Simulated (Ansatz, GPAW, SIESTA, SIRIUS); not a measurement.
**One calculation of Pb, 4 ways**

```
CELL_PARAMETERS angstrom
0.00000 3.43900 3.43900
3.43900 0.00000 3.43900
3.43900 3.43900 0.00000
ATOMIC_POSITIONS crystal
Pb 0.24233 0.24870 0.24871
Pb 0.00968 0.98262 0.01781
```

This isn't the form of Pb at room conditions, which is fcc.

Atoms were shifted at random by some hundredths of an Å from the given cell, which wasn't relaxed again for these runs.

Alike in all runs: task single point; functional PBEsol; k mesh 7 × 7 × 7; occupations fermi-dirac, width 0.05 eV; no spin polarisation; no spin-orbit coupling. Pressure is positive in compression and, in plane waves, holds the error of the finite cutoff.

```csv
program and potentials,plane-wave cutoff (eV),notes,pressure (GPa),largest force (eV/Å),energy over the undisturbed cell (meV/atom)
"SIRIUS, PseudoDojo 0.4.1 PBEsol standard (scalar relativistic)",765,-,0.69,0.621,-
"Ansatz, all-electron LAPW, scalar-relativistic",-,-,?,?,-
"GPAW, PAW data sets generated for this functional",600,-,0.31,0.609,17.66
"SIESTA, files PseudoDojo sr-pbesol-0.4.1-standard, DZP (energy shift 0.003 Ry; two zetas on semicore shells)",-,atomic basis,1.07,0.675,19.52
```

**Question.** Estimate from the other rows what the run with Ansatz, all-electron LAPW, scalar-relativistic gave.

**Answer.** Pressure 0.64 GPa; largest force 0.615 eV/Å. The other rows, which needn't bracket it: pressure 0.31 to 1.07; largest force 0.609 to 0.675; energy over the undisturbed cell 17.66 to 19.52.
